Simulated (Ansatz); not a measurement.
# TiO2 (P4_2/mnm) in Ansatz: a series of runs

The runs below take TiO2 through band structure, single point, equation of state, with m-r2SCAN, PBE.

All numbers are computed with Ansatz 0.2.0; they aren't measurements. Logs are shortened: lines on timing, memory, paths and dates and some standing lists are left out, and cuts for length are marked.

**Experimental background.**

From “Shallow Valence Band of Rutile GeO2 and P-type Doping”, 2020, arxiv:2011.08928, for a bulk crystal of TiO2 at 1.6 K: band gap 3.03 eV (direct).

How close the calculation comes is told below.

## Step 1: The structure

The structure is tetragonal, space group P4_2/mnm (No. 136). The conventional cell has a = 4.600 Å, b = 4.600 Å, c = 2.959 Å, α = 90.00°, β = 90.00°, γ = 90.00°. Around Ti (site symmetry mmm) lie 6 O at 1.95 to 1.98 Å. O (site symmetry m2m) has 3 Ti at 1.95 to 1.98 Å as nearest neighbours.

The cell is a database's computed one.

## Step 2: Band structure, m-r2SCAN

Input file input.yaml:

```yaml
crystal:
  lattice:
    - [4.5998373239, 0.0, 0.0]
    - [0.0, 4.5998373239, 0.0]
    - [0.0, 0.0, 2.95921356]
  atoms:
    - { symbol: Ti, position: [0.0, 0.0, 0.5] }
    - { symbol: Ti, position: [0.5, 0.5, 0.0] }
    - { symbol: O, position: [0.30432132, 0.30432132, 0.5] }
    - { symbol: O, position: [0.19567868, 0.80432132, 0.0] }
    - { symbol: O, position: [0.80432132, 0.19567868, 0.0] }
    - { symbol: O, position: [0.69567868, 0.69567868, 0.5] }
hamiltonian:
  xc: mr2scan
  pseudopotentials: { kind: paw }
kpoints:
  mp_grid: { grid: [6, 6, 9] }
  band_path:
    path:
      - [[0.0, 0.0, 0.0], [0.0, 0.5, 0.0], [0.5, 0.5, 0.0], [0.0, 0.0, 0.0], [0.0, 0.0, 0.5], [0.0, 0.5, 0.5], [0.5, 0.5, 0.5], [0.0, 0.0, 0.5]]
      - [[0.0, 0.5, 0.0], [0.0, 0.5, 0.5]]
      - [[0.5, 0.5, 0.0], [0.5, 0.5, 0.5]]
    npoints: 14
scf:
  occupations: { method: fermi_dirac, width: 0.05 }
  n_extra_bands: 15
output:
  forces: true
  stress: true
  eigenvalues: true
  fatbands: false
```

Potentials or basis: Ansatz PAW.

Started as:

```
> ansatz run input.yaml --threads 2 --pin off --max-ram 5120MiB --backend cpu --events-out ev --progress --plain --runs-dir out
```

The log of the run:

```text
Warning: RAYON_NUM_THREADS=2 ignored (pool sized by the plan → 2); use --threads N
scf.n_extra_bands = 15 over 24 filled bands (N_el = 48.0): the run solves 39 bands
Engine: ansatz 0.2.0, x86_64-unknown-linux-gnu
Pseudopotentials: kind: paw
Pseudopotential: Ti, paw, valence charge 12, recommended cutoff 500 eV (meta_gga), Ti.paw.azcp
Pseudopotential: O, paw, valence charge 6, recommended cutoff 500 eV (meta_gga), O.paw.azcp
Functional definition: m-r2SCAN
  exchange = m_r2scan_x
  correlation = m_r2scan_c
Crystal: 6 atoms, lattice volume = 62.613 Å³
Basis set: ecut = 500 eV, 1559 PW (Γ), exchange–correlation on 144×144×96 points (64 copies of the dense FFT grid, shifted against one another)
Bands: 39, of which v1, the nominal top of the filled ones, is band 24 counted from 1 (23 counted from 0)
Symmetry: 16 space group operations
Space group: P42/mnm (ITA 136), of the structure as read, at distance tolerance 4.0e-5 Å
k-points: 50 of 324
Non-local potential: Ti, projectors of the file, l = 0: 3, l = 1: 2, l = 2: 3, l = 3: 1
Non-local potential: O, projectors of the file, l = 0: 2, l = 1: 2, l = 2: 1
PAW form: soft (Blöchl's): semilocal exchange-correlation on the pseudo side does not see the compensation charge
PAW frozen core: Ti, regenerated for the run's functional (the file was generated under x = pbe(κ = 0.804, μ = 0.2195149727645171), c = pbe(β = 0.06672455060314922))
PAW frozen core: O, regenerated for the run's functional (the file was generated under x = pbe(κ = 0.804, μ = 0.2195149727645171), c = pbe(β = 0.06672455060314922))
PAW one-centre angular grid: Ti, 590 points (default); XC on 160 Gauss nodes
PAW one-centre angular grid: O, 302 points (default); XC on 160 Gauss nodes
Initial density: superposition of atomic densities (neutral atoms: chi_scale 0, normalization atom), corrected by the library's trained network
Initial wavefunctions: pseudopotential atomic-orbital guess
Functional: x = mr2scan, c = mr2scan; τ floored in thin density (d = 2e-4 eV/Å³)
SCF iter   1: F=—  HF=-7292.563671 eV  |F-HF|=—  |Δ(HF+E_count)|=         —  Δρ=2.75e-2  dr2=5.56e-1  dr2_τ=3.83e-1  ethr=1.77e-3  ⟨swp⟩=5.7  Hψ=8399  notcnv=0  defer=47
preconditioner: auto → Resta (q_TF=auto, 2.610 Å⁻¹)  ε∞=4.2  [insulator: Δε(μ)=2.716 eV  Ē_g=14.818 eV  σ=0.050 eV  W_gap=1.00  n_scr=18 (ndim 8)  ℏωp=26.5 eV  f_vac=0.017  D(μ)=0.00/eV (n_scr^D=0)  ε∞_Penn≈4.2]
SCF iter   2: F=—  HF=-7292.590413 eV  |F-HF|=—  |Δ(HF+E_count)|=   2.67e-2  Δρ=1.49e-2  dr2=8.31e-2  dr2_τ=3.48e-2  ethr=1.16e-3  ⟨swp⟩=3.0  Hψ=3775  notcnv=0  defer=425
SCF iter   3: F=—  HF=-7292.577159 eV  |F-HF|=—  |Δ(HF+E_count)|=   1.33e-2  Δρ=4.08e-3  dr2=5.99e-3  dr2_τ=5.55e-4  ethr=1.73e-4  ⟨swp⟩=2.0  Hψ=2476  notcnv=0  defer=425
SCF iter   4: F=—  HF=-7292.576992 eV  |F-HF|=—  |Δ(HF+E_count)|=   1.67e-4  Δρ=1.16e-3  dr2=4.67e-4  dr2_τ=1.10e-4  ethr=1.25e-5  ⟨swp⟩=2.0  Hψ=2306  notcnv=0  defer=425
SCF iter   5: F=—  HF=-7292.577041 eV  |F-HF|=—  |Δ(HF+E_count)|=   4.93e-5  Δρ=1.84e-4  dr2=1.57e-5  dr2_τ=1.75e-6  ethr=9.72e-7  ⟨swp⟩=2.3  Hψ=2422  notcnv=0  defer=425
SCF iter   6: F=—  HF=-7292.577055 eV  |F-HF|=—  |Δ(HF+E_count)|=   1.37e-5  Δρ=4.36e-5  dr2=1.78e-6  dr2_τ=6.44e-8  ethr=3.26e-8  ⟨swp⟩=2.3  Hψ=2748  notcnv=0  defer=425
SCF iter   7: F=—  HF=-7292.577055 eV  |F-HF|=—  |Δ(HF+E_count)|=   9.05e-8  Δρ=2.04e-5  dr2=3.06e-7  dr2_τ=1.38e-8  ethr=3.70e-9  ⟨swp⟩=2.9  Hψ=2920  notcnv=0  defer=425
SCF iter   8: F=-7292.577055 eV  HF=-7292.577055 eV  |F-HF|=4.84e-9  |Δ(HF+E_count)|=   3.88e-8  Δρ=3.21e-6  dr2=7.55e-9  dr2_τ=1.54e-10  ethr=2.08e-10  ⟨swp⟩=9.0  Hψ=8373  notcnv=0
SCF 1 converged in 8 iterations: F = -7292.577055 eV  dr2 = 7.55e-9
NSCF: frozen V_eff on 129 k-points
SCF converged after 8 iterations
Free energy (F): -7292.577055 eV
Harris-Foulkes:  -7292.577055 eV  (|F-HF|=4.84e-9)
Internal energy: -7292.577055 eV  (E = F + TS)
E sigma→0 (E₀):  -7292.577055 eV
Fermi energy:    9.843883 eV
--- Per-component energies (eV) ---
  E_band       = -442.982694
  E_kinetic    = 1250.520218
  E_local      = -3082.107701  (includes V_loc(G=0)·N_el)
  E_nonlocal   = 191.720963
  E_hartree    = 1171.008642
  E_xc         = -482.795691
  E_vxc        = -693.074818  (∫ρ·V_xc dr)
  E_paw        = -2747.198339  (= ΣΔE_a)
  E_vpaw       = -497.659290  (= ΣTr[D̂ρ^β])
  E_aug_tail   = 0.004744  (compensation charges beyond the density's cutoff)
  E_vtau       = 45.596576  (kinetic-family band-sum trace: ∫τ·v_τ [+ j·A + Jᵃ·Aᵃ] dr)
  E_ewald      = -3593.095214
  E_core_change = -0.634678  (= ΣΔE_core)
  E_smearing   = -0.000000  (= −TS)
  E_closure    = 0.000000  (closes the sum)
  Σ components = -7292.577055   (vs F -7292.577055, Δ=0.00e0)
--- Forces (eV/Å), atoms counted from 1 ---
  atom   1  Ti     0.00000000    -0.00000000     0.00000000
  atom   2  Ti     0.00000000     0.00000000     0.00000000
  atom   3  O      0.03947424     0.03947424     0.00000000
  atom   4  O     -0.03947424     0.03947424     0.00000000
  atom   5  O      0.03947424    -0.03947424     0.00000000
  atom   6  O     -0.03947424    -0.03947424     0.00000000
  max |Σ_I F_I| component: 0.00e0 eV/Å
--- Stress (GPa, compression-positive) ---
       -0.768191       0.000000       0.000000
        0.000000      -0.768191       0.000000
        0.000000       0.000000      -1.324336
  P = ⅓ Tr σ = -0.9536 GPa (-9.536 kbar)
--- Band table (eV; the first three rows and the last of 50) ---
  k-point 0: bands = ["-50.4131", "-50.3959", "-25.6613", "-25.6613", "-25.4864", "-25.4864", "-25.4403", "-25.4050", "-10.4689", "-9.3218", "-8.5758", "-8.5758", "2.9092", "3.2888", "3.7787", "4.8312", "4.8312", "6.1387", "6.1387", "6.7010", "8.0152", "8.2858", "8.2858", "8.7707", "10.9688", "11.2825", "11.5013", "11.6041", "11.6041", "13.4627", "13.6804", "15.7219", "15.7219", "16.8117", "17.3371", "21.2377", "21.2377", "24.1627", "25.1759"]
  k-point 1: bands = ["-50.4079", "-50.3918", "-25.6468", "-25.6468", "-25.4940", "-25.4841", "-25.4841", "-25.4616", "-10.3399", "-9.2484", "-8.6380", "-8.6380", "3.0883", "3.4237", "3.9235", "4.6913", "4.6913", "6.3327", "6.3971", "6.3971", "7.5137", "8.0448", "8.0448", "8.7025", "11.2674", "11.3941", "11.4253", "11.7551", "11.7551", "13.5792", "13.6530", "15.5310", "15.5310", "16.6198", "17.7246", "21.7518", "21.7518", "24.1880", "25.0687"]
  k-point 2: bands = ["-50.3946", "-50.3814", "-25.6275", "-25.6086", "-25.6086", "-25.6027", "-25.4792", "-25.4792", "-9.9961", "-9.0760", "-8.7948", "-8.7948", "3.5618", "3.7664", "4.3488", "4.5598", "4.5598", "5.5506", "6.5141", "6.8344", "6.8344", "7.4382", "7.4382", "8.4079", "11.3311", "11.6007", "11.8095", "12.1164", "12.1164", "13.2879", "14.0669", "15.2216", "15.2216", "16.0654", "18.7376", "22.9414", "22.9414", "24.2826", "24.6014"]
  k-point 49: bands = ["-50.3655", "-50.3655", "-25.8638", "-25.8638", "-25.5244", "-25.5244", "-25.4852", "-25.4852", "-9.1771", "-9.1771", "-8.9331", "-8.9331", "3.9632", "3.9632", "4.1107", "4.1107", "5.1358", "5.1358", "5.9957", "5.9957", "7.4180", "7.4180", "8.0281", "8.0281", "11.7418", "11.7418", "12.2945", "12.2945", "12.3154", "12.3154", "15.0534", "15.0534", "15.0809", "15.0809", "21.1862", "21.1862", "23.9208", "23.9208", "24.5018"]
```

Run time: 24 s. Hardware: 2 threads of Intel Xeon at 2.50GHz (Skylake/Cascade Lake), shared host; peak memory 0.56 GiB.

Results:

* Free energy: -7292.5771 eV
* Pressure: -1.0 GPa
* Largest force: 0.056 eV/Å
* Band gap on the k mesh: 2.20 eV, direct
* Band gap along the path: 2.20 eV, direct

Forces in eV/Å, atoms in the order of the input:
```
Ti   0.000  0.000  0.000
Ti   0.000  0.000  0.000
O    0.039  0.039  0.000
O   -0.039  0.039  0.000
O    0.039 -0.039  0.000
O   -0.039 -0.039  0.000
```

Levels at the corners of the path, in eV from the valence-band top:
| point | band 22 | band 23 | band 24 | band 25 | band 26 | band 27 |
| --- | --- | --- | --- | --- | --- | --- |
| Γ | -0.48 | -0.48 | 0.00 | 2.20 | 2.51 | 2.73 |
| X | -1.70 | -0.77 | -0.77 | 2.87 | 2.87 | 3.36 |
| M | -1.38 | -1.12 | -1.12 | 2.24 | 2.24 | 2.86 |
| Γ | -0.48 | -0.48 | 0.00 | 2.20 | 2.51 | 2.73 |
| Z | -2.40 | -1.47 | -1.47 | 3.29 | 3.29 | 3.53 |
| R | -2.07 | -1.09 | -1.09 | 2.25 | 2.25 | 3.55 |
| A | -1.32 | -0.71 | -0.71 | 2.93 | 2.93 | 3.54 |
| Z | -2.40 | -1.47 | -1.47 | 3.29 | 3.29 | 3.53 |
| X | -1.70 | -0.77 | -0.77 | 2.87 | 2.87 | 3.36 |
| R | -2.07 | -1.09 | -1.09 | 2.25 | 2.25 | 3.55 |
| M | -1.38 | -1.12 | -1.12 | 2.24 | 2.24 | 2.86 |
| A | -1.32 | -0.71 | -0.71 | 2.93 | 2.93 | 3.54 |

Caveat: the PAW data sets come from PBE, with cores solved anew for the run's functional, which leaves a small shift of forces and pressure.

## Step 3: Single point, PBE, 9.81 Å³/atom (volume scaled by 0.94)

Input file input.yaml:

```yaml
crystal:
  lattice:
    - [4.5059367448, 0.0, 0.0]
    - [0.0, 4.5059367448, 0.0]
    - [0.0, 0.0, 2.8988044961]
  atoms:
    - { symbol: Ti, position: [0.0, 0.0, 0.5] }
    - { symbol: Ti, position: [0.5, 0.5, 0.0] }
    - { symbol: O, position: [0.30432132, 0.30432132, 0.5] }
    - { symbol: O, position: [0.19567868, 0.80432132, 0.0] }
    - { symbol: O, position: [0.80432132, 0.19567868, 0.0] }
    - { symbol: O, position: [0.69567868, 0.69567868, 0.5] }
hamiltonian:
  xc: pbe
  pseudopotentials: { kind: paw, partial_waves: polarizable }
kpoints:
  mp_grid: { grid: [6, 6, 9] }
scf:
  occupations: { method: fermi_dirac, width: 0.05 }
output:
  forces: true
  stress: true
  eigenvalues: true
```

Potentials or basis: Ansatz PAW polarizable.

Started as:

```
> ansatz run input.yaml --threads 2 --pin off --max-ram 5120MiB --backend cpu --events-out ev --progress --plain --runs-dir out
```

Run time: 4.5 s. Hardware: 2 threads of Intel Xeon at 2.50GHz (Skylake/Cascade Lake), shared host; peak memory 0.44 GiB.

It converged, with:

```yaml
Free_energy: -7276.9953 eV
Pressure: 21.6 GPa
Largest_force: 0.309 eV/Å
Band_gap_on_the_k_mesh: 2.02 eV, direct
```

Caveat: odd divisions of the mesh miss points on the zone boundary, where band edges often lie, so the gap on the mesh can be too wide; the pressure holds a Pulay correction of +0.8 GPa for the finite cutoff.

## Step 4: Single point, PBE, 10.02 Å³/atom (volume scaled by 0.96)

input.yaml: that of step 3 with these lines changed.

```diff
@@ -2,5 +2,5 @@
   lattice:
-    - [4.5059367448, 0.0, 0.0]
-    - [0.0, 4.5059367448, 0.0]
-    - [0.0, 0.0, 2.8988044961]
+    - [4.5376697393, 0.0, 0.0]
+    - [0.0, 4.5376697393, 0.0]
+    - [0.0, 0.0, 2.9192192849]
   atoms:
@@ -23 +23,5 @@
   eigenvalues: true
+  write_density: true
+  write_potential: true
+  elf: true
+  volumetric_format: npy
```

Started as:

```
> ansatz run input.yaml --threads 2 --pin off --max-ram 5120MiB --backend cpu --events-out ev --progress --plain --runs-dir out
```

It took 6.3 s on 2 threads of Intel Xeon at 2.50GHz (Skylake/Cascade Lake), shared host; peak memory 0.44 GiB.

Results (log left out):

```
Free energy            : -7277.1386 eV
Pressure               : 15.2 GPa
Largest force          : 0.197 eV/Å
Band gap on the k mesh : 1.97 eV, direct
```

Caveat: odd divisions of the mesh miss points on the zone boundary, where band edges often lie, so the gap on the mesh can be too wide; the pressure holds a Pulay correction of +0.8 GPa for the finite cutoff.

## Step 5: Single point, PBE, 10.23 Å³/atom (volume scaled by 0.98)

input.yaml: that of step 4 with these lines changed.

```diff
@@ -2,5 +2,5 @@
   lattice:
-    - [4.5376697393, 0.0, 0.0]
-    - [0.0, 4.5376697393, 0.0]
-    - [0.0, 0.0, 2.9192192849]
+    - [4.5689650023, 0.0, 0.0]
+    - [0.0, 4.5689650023, 0.0]
+    - [0.0, 0.0, 2.9393524679]
   atoms:
@@ -23,5 +23 @@
   eigenvalues: true
-  write_density: true
-  write_potential: true
-  elf: true
-  volumetric_format: npy
```

Started as:

```
> ansatz run input.yaml --threads 2 --pin off --max-ram 5120MiB --backend cpu --events-out ev --progress --plain --runs-dir out
```

Wall time 4.4 s (2 threads of Intel Xeon at 2.50GHz (Skylake/Cascade Lake), shared host); peak memory 0.44 GiB.

The run converged. Its results:

```yaml
Free_energy: -7277.2347 eV
Pressure: 9.4 GPa
Largest_force: 0.093 eV/Å
Band_gap_on_the_k_mesh: 1.92 eV, direct
```

Caveat: odd divisions of the mesh miss points on the zone boundary, where band edges often lie, so the gap on the mesh can be too wide; the pressure holds a Pulay correction of +0.7 GPa for the finite cutoff.

## Step 6: Single point, PBE, 10.44 Å³/atom

input.yaml: that of step 5 with these lines changed.

```diff
@@ -2,5 +2,5 @@
   lattice:
-    - [4.5689650023, 0.0, 0.0]
-    - [0.0, 4.5689650023, 0.0]
-    - [0.0, 0.0, 2.9393524679]
+    - [4.5998373239, 0.0, 0.0]
+    - [0.0, 4.5998373239, 0.0]
+    - [0.0, 0.0, 2.95921356]
   atoms:
```

Potentials or basis: Ansatz PAW polarizable.

Started as:

```
> ansatz run input.yaml --threads 2 --pin off --max-ram 5120MiB --backend cpu --events-out ev --progress --plain --runs-dir out
```

It took 4.4 s on 2 threads of Intel Xeon at 2.50GHz (Skylake/Cascade Lake), shared host; peak memory 0.44 GiB.

It converged, with:

- Free energy: -7277.2877 eV
- Pressure: 4.2 GPa
- Largest force: 0.004 eV/Å
- Band gap on the k mesh: 1.86 eV, direct

Caveat: odd divisions of the mesh miss points on the zone boundary, where band edges often lie, so the gap on the mesh can be too wide; the pressure holds a Pulay correction of +0.7 GPa for the finite cutoff.

## Step 7: Single point, PBE, 10.64 Å³/atom (volume scaled by 1.02)

input.yaml: that of step 6 with these lines changed.

```diff
@@ -2,5 +2,5 @@
   lattice:
-    - [4.5998373239, 0.0, 0.0]
-    - [0.0, 4.5998373239, 0.0]
-    - [0.0, 0.0, 2.95921356]
+    - [4.6303007105, 0.0, 0.0]
+    - [0.0, 4.6303007105, 0.0]
+    - [0.0, 0.0, 2.9788115719]
   atoms:
```

Started as:

```
> ansatz run input.yaml --threads 2 --pin off --max-ram 5120MiB --backend cpu --events-out ev --progress --plain --runs-dir out
```

It took 4.8 s on 2 threads of Intel Xeon at 2.50GHz (Skylake/Cascade Lake), shared host; peak memory 0.44 GiB.

The run converged. Its results:

- Free energy: -7277.3022 eV
- Pressure: -0.4 GPa
- Largest force: 0.095 eV/Å
- Band gap on the k mesh: 1.82 eV, direct

Caveat: odd divisions of the mesh miss points on the zone boundary, where band edges often lie, so the gap on the mesh can be too wide; the pressure holds a Pulay correction of +0.7 GPa for the finite cutoff.

## Step 8: Single point, PBE, 10.85 Å³/atom (volume scaled by 1.04)

input.yaml: that of step 7 with these lines changed.

```diff
@@ -2,5 +2,5 @@
   lattice:
-    - [4.6303007105, 0.0, 0.0]
-    - [0.0, 4.6303007105, 0.0]
-    - [0.0, 0.0, 2.9788115719]
+    - [4.6603684408, 0.0, 0.0]
+    - [0.0, 4.6603684408, 0.0]
+    - [0.0, 0.0, 2.9981550462]
   atoms:
@@ -23 +23,5 @@
   eigenvalues: true
+  write_density: true
+  write_potential: true
+  elf: true
+  volumetric_format: npy
```

Started as:

```
> ansatz run input.yaml --threads 2 --pin off --max-ram 5120MiB --backend cpu --events-out ev --progress --plain --runs-dir out
```

It took 6 s on 2 threads of Intel Xeon at 2.50GHz (Skylake/Cascade Lake), shared host; peak memory 0.45 GiB.

It converged, with:

- Free energy: -7277.2821 eV
- Pressure: -4.6 GPa
- Largest force: 0.179 eV/Å
- Band gap on the k mesh: 1.77 eV, direct

Caveat: odd divisions of the mesh miss points on the zone boundary, where band edges often lie, so the gap on the mesh can be too wide; the pressure holds a Pulay correction of +0.7 GPa for the finite cutoff.

## Step 9: Single point, PBE, 11.06 Å³/atom (volume scaled by 1.06)

input.yaml: that of step 8 with these lines changed.

```diff
@@ -2,5 +2,5 @@
   lattice:
-    - [4.6603684408, 0.0, 0.0]
-    - [0.0, 4.6603684408, 0.0]
-    - [0.0, 0.0, 2.9981550462]
+    - [4.6900531165, 0.0, 0.0]
+    - [0.0, 4.6900531165, 0.0]
+    - [0.0, 0.0, 3.0172520901]
   atoms:
@@ -23,5 +23 @@
   eigenvalues: true
-  write_density: true
-  write_potential: true
-  elf: true
-  volumetric_format: npy
```

Potentials or basis: Ansatz PAW polarizable.

Started as:

```
> ansatz run input.yaml --threads 2 --pin off --max-ram 5120MiB --backend cpu --events-out ev --progress --plain --runs-dir out
```

Wall time 4.9 s (2 threads of Intel Xeon at 2.50GHz (Skylake/Cascade Lake), shared host); peak memory 0.45 GiB.

It converged, with:

| Property | Result |
| --- | --- |
| Free energy | -7277.2308 eV |
| Pressure | -8.4 GPa |
| Largest force | 0.257 eV/Å |
| Band gap on the k mesh | 1.72 eV, direct |

Caveat: odd divisions of the mesh miss points on the zone boundary, where band edges often lie, so the gap on the mesh can be too wide; the pressure holds a Pulay correction of +0.7 GPa for the finite cutoff.

## Step 10: Equation of state, PBE

This step only gathers the single runs of the series.

What came out:

| Property | Result |
| --- | --- |
| Equilibrium volume | 10.62 Å³/atom |
| Bulk modulus at fixed shape and positions | 228 GPa |
| Pressure derivative of the bulk modulus | 4.3 |

Energy against volume, from the lowest point:
| volume (Å³/atom) | energy (meV/atom) |
| --- | --- |
| 9.809 | 51.15 |
| 10.018 | 27.26 |
| 10.227 | 11.25 |
| 10.435 | 2.42 |
| 10.644 | 0.00 |
| 10.853 | 3.36 |
| 11.062 | 11.91 |

Caveat: the cell was scaled at fixed shape and fractional positions, which overstates the stiffness of a crystal with free parameters, most of all of layers and chains.

## Step 11: Against experiment

Step 2. Measured gap of TiO2: 3.03 eV (direct; 1.6 K; quoted in “Shallow Valence Band of Rutile GeO2 and P-type Doping”, 2020, arxiv:2011.08928). This calculation gives 2.20 eV (-0.83 eV). 2 values of this kind are on record in papers (3.03 to 3.05 eV); this one was drawn at random among those near their median. The value is that of m-r2SCAN, without temperature or zero-point motion. The cell is a database's relaxed one, not the measured one, which moves gaps too.
